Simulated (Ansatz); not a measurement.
## AlAs, one cell by several methods

```
Al As
1.0
     0.00000    2.83040    2.80210
     2.83040    0.00000    2.80210
     2.83040    2.83040    0.00000
Al As
1 1
Cartesian
  0.0000 0.0000 0.0000
  4.2456 4.2456 4.2031
```

Atoms are numbered in the order listed.

The geometry is COD entry 1540257, unchecked; take it as a test cell. The listed cell was then made from it by scaling, straining or moving an atom.

Methods: DFT, PBEsol, PAW with Ansatz's default frozen-core files, scalar-relativistic (Ansatz 0.2.0); DFT, PBEsol, all-electron PAW with datasets made for the crystal, scalar-relativistic (Ansatz 0.2.0); DFT, PBEsol, all-electron LAPW, scalar-relativistic (Ansatz 0.2.0).

For PAW: a Γ-centred 11×11×11 k mesh, Fermi–Dirac smearing of 0.05 eV, cutoff 420 eV, no spin polarisation; the PAW files were made with PBE, and the program remakes their frozen cores for this functional. The crystal-made all-electron datasets (AE datasets) take a cutoff of 180 eV at this cell. LAPW targets a basis error of 1 meV/atom. The Ansatz runs share mesh, smearing and spin set-up. Plane-wave (PAW) pressures include the program's estimate of the Pulay term.

Stress and pressure are positive in compression.

```json
{"quantity": "pressure (GPa)", "PAW": "1.30", "AE datasets": "1.28", "LAPW": "1.28"}
{"quantity": "stress xx (GPa)", "PAW": "1.13", "AE datasets": "1.10", "LAPW": "1.11"}
{"quantity": "stress zz (GPa)", "PAW": "1.65", "AE datasets": "1.62", "LAPW": "1.63"}
{"quantity": "band gap (eV)", "PAW": "1.298", "AE datasets": "1.297", "LAPW": "1.249"}
{"quantity": "field gradient Vzz at Al1 (10²¹ V/m²)", "PAW": "0.08", "AE datasets": "0.08", "LAPW": "–"}
{"quantity": "field gradient Vzz at As2 (10²¹ V/m²)", "PAW": "-0.26", "AE datasets": "-0.26", "LAPW": "–"}
```

PAW's pressure differs from the LAPW value by +0.02 GPa.
